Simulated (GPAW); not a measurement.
A run of GPAW 26.7.0 is set up as follows.

Contents of run.py:

```python
from ase.calculators.mixing import SumCalculator
from ase.filters import FrechetCellFilter
from ase.io import read, write
from ase.optimize import FIRE
from dftd3.ase import DFTD3
from gpaw import GPAW, PW

atoms = read('NiO.xyz')
atoms.set_initial_magnetic_moments([1.0, 0.0])

calc = GPAW(mode=PW(800),
            xc='RPBE',
            kpts={'size': (11, 11, 11), 'gamma': True},
            occupations={'name': 'fermi-dirac', 'width': 0.05},
            nbands=22,
            convergence={'density': 1e-05, 'forces': 0.0001},
            maxiter=150,
            txt='gpaw.txt')
atoms.calc = SumCalculator([calc, DFTD3(method='rpbe', damping='d3bj')])
opt = FIRE(FrechetCellFilter(atoms), trajectory='relax.traj', logfile='-')
done = opt.run(fmax=0.01, steps=100)
calc.write('gs.gpw')
write('result.traj', atoms)
print('Converged:', done)
print('Cell:', atoms.cell.cellpar().round(4))
print('Volume:', round(atoms.get_volume(), 4))
print(atoms.get_scaled_positions().round(5))
```

NiO.xyz

```xyz
2
Lattice="0.0000000000 2.0859016414 2.0859016414 2.0859016414 0.0000000000 2.0859016414 2.0859016414 2.0859016414 0.0000000000" Properties=species:S:1:pos:R:3 pbc="T T T"
Ni     0.0000000000      0.0000000000      0.0000000000
O      2.0859016414      2.0859016414      2.0859016414
```

Potentials or basis: the program's PAW data sets (release 1.2.1) made for this functional, pw.

The run is started by

```sh
$ OMP_NUM_THREADS=1 python run.py
```

Problem. Predict the band gap on the k mesh.

Solution. None (metal or under the smearing width).

Problem. What does it give for the relaxed volume?

Solution. 9.12 Å³/atom.

Problem. Predict the net moment.

Solution. 1.82 μB per cell.

Problem. What does it give for the space group after relaxing (to 0.05 Å)?

Solution. Fm-3m (No. 225).

The path:
```
step  energy change (eV)  largest force (eV/Å)  pressure (GPa)  volume (Å³)
   1              0.0000                0.0000            1.81        18.15
   2             -0.0003                0.0000            1.27        18.18
   3             -0.0007                0.0000            0.36        18.23
   4             -0.0007                0.0000           -0.63        18.28
   5             -0.0008                0.0000           -0.59        18.28
   6             -0.0007                0.0000           -0.50        18.27
   7             -0.0008                0.0000           -0.38        18.27
   8             -0.0008                0.0000           -0.22        18.26
   9             -0.0008                0.0000           -0.05        18.25
```

Caveat: each step starts from the last one's moments, so a moment once lost doesn't come back; the stock nickel data set gives pressures a few GPa off other programs; later steps reuse the first step's grids; a cell with one magnetic atom can't hold antiferromagnetic order, which such compounds often take; semilocal functionals often make such compounds metallic where correlation or magnetic order opens a gap, which also shifts bond lengths; pairwise dispersion overbinds metals, which lowers pressure and volume. With open d or f shells a metallic result of RPBE can be an artefact of self-interaction; +U or a hybrid may open a gap.
